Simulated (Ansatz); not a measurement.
# EuO: the cost of one run

Method: DFT PBE + D3(BJ) with U = 6 eV on Eu 4f, scalar-relativistic, plane waves, PAW, in Ansatz 0.2.0.

3 further runs of the same task are left out: 1 that didn't finish, 2 set aside as unsound or not needed.

## 1. The structure to begin with

The structure is cubic, space group Fm-3m (No. 225). The conventional cell has a = 5.144 Å, b = 5.144 Å, c = 5.144 Å, α = 90.00°, β = 90.00°, γ = 90.00°. Around Eu (site symmetry m-3m) lie 6 O at 2.57 Å. Around O (site symmetry m-3m) lie 6 Eu at 2.57 Å.

Coordinates:

```cif
data_structure
_symmetry_space_group_name_H-M 'Fm-3m'
_symmetry_Int_Tables_number 225
_cell_length_a 5.1439
_cell_length_b 5.1439
_cell_length_c 5.1439
_cell_angle_alpha 90.000
_cell_angle_beta 90.000
_cell_angle_gamma 90.000
_cell_volume 136.11
loop_
_atom_site_label
_atom_site_type_symbol
_atom_site_symmetry_multiplicity
_atom_site_Wyckoff_symbol
_atom_site_fract_x
_atom_site_fract_y
_atom_site_fract_z
_atom_site_occupancy
Eu1 Eu 4 b 0.50000 0.00000 0.00000 1
O1 O 4 a 0.00000 0.00000 0.00000 1
```

An earlier run on this cell at PBE+U (U_eff = 6 eV on Eu 4f) gave 1.72 GPa at 17.013 Å³/atom (8×8×8 mesh), gap on the mesh 0.29 eV, moments in the atoms' spheres Eu 6.75; O -0.08 μB.

## 2. At the given cell

input.yaml reads:

```yaml
crystal:
  lattice:
    - [0.0, 2.5719519658, 2.5719519658]
    - [2.5719519658, 0.0, 2.5719519658]
    - [2.5719519658, 2.5719519658, 0.0]
  atoms:
    - { symbol: Eu, position: [0.5, 0.5, 0.5], spin: 7.43 }
    - { symbol: O, position: [0.0, 0.0, 0.0] }
basis:
  ecutwfc: 420
  ecutrho_ratio: 4
kpoints:
  mp_grid: { grid: [8, 8, 8] }
hamiltonian:
  xc: pbe
  dispersion: d3bj
  hubbard: { sites: [{ species: Eu, l: f, u_eff: 6.0 }] }
scf:
  occupations: { method: gaussian, width: 0.05 }
  lower_state_search: "off"
output:
  forces: true
  stress: true
  eigenvalues: true
  populations: true
  hubbard: { sites: [{ species: Eu, l: f }] }
magnetization:
  spin_polarized: true
checkpoint:
  read: start.run
  write: ck
  compress: false
  write_wavefunctions: false
  write_every: 100000
```

start.run holds the state of a PBE+U run on this cell.

The run is started by

```sh
$ ansatz run input.yaml --threads 4 --pin off --max-ram 6144MiB --backend cpu --events-out ev --progress --plain --runs-dir out
```

Q: Estimate wall time and peak memory on 4 threads of Arm Neoverse V1, shared host.

About 1.1 s, with a peak of 0.34 GiB.
